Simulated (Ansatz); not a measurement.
# Pressure series in AlSb

Consider AlSb in the zinc blende structure (space group F-43m, No. 216; a = 6.177 Å).

Cell and atoms are relaxed at each pressure.

Level of theory: r2SCAN (Ansatz, an electronic-structure program; PAW; 500 eV plane waves; spin-orbit coupling left out).

```json
[
 {"pressure (GPa)": "-1", "volume per atom (Å³/atom)": "30.032"},
 {"pressure (GPa)": "0", "volume per atom (Å³/atom)": "29.465"},
 {"pressure (GPa)": "0.9", "volume per atom (Å³/atom)": "29.017"},
 {"pressure (GPa)": "2.1", "volume per atom (Å³/atom)": "28.455"},
 {"pressure (GPa)": "4.5", "volume per atom (Å³/atom)": "27.489"},
 {"pressure (GPa)": "9", "volume per atom (Å³/atom)": "26.035"},
 {"pressure (GPa)": "15", "volume per atom (Å³/atom)": "?"},
 {"pressure (GPa)": "22.5", "volume per atom (Å³/atom)": "23.135"},
 {"pressure (GPa)": "30", "volume per atom (Å³/atom)": "22.019"}
]
```

Problem. Fit the third-order Birch–Murnaghan form P(V) = (3B₀/2)[(V₀/V)^(7/3) − (V₀/V)^(5/3)]·[1 + (3/4)(B₀′ − 4)((V₀/V)^(2/3) − 1)] (squares taken in P) to the rows shown and predict the withheld row.

Solution. Least squares on the printed values gives V₀ = 29.469 Å³/atom, B₀ = 56.2 GPa, B₀′ = 4.1; this predicts 24.548 Å³/atom, and the run gives 24.553 Å³/atom, 0.005 higher.

Measured bulk modulus of AlSb: 58.2 GPa (temperature not stated; as listed in Cormac Toher et al., Physical Review Materials (2017)); the computed value is for a static lattice, so the two differ by thermal effects too.

Load acts through the strain it causes; cell and atoms are relaxed under it. Stability against distortions was not tested. Measured, AlSb leaves this structure (for a Cmcm phase) near 8.1 GPa (temperature not stated; as listed in Datta, Sujoy, Jana, Debnarayan, arXiv (2020)), on rising pressure, with hysteresis.
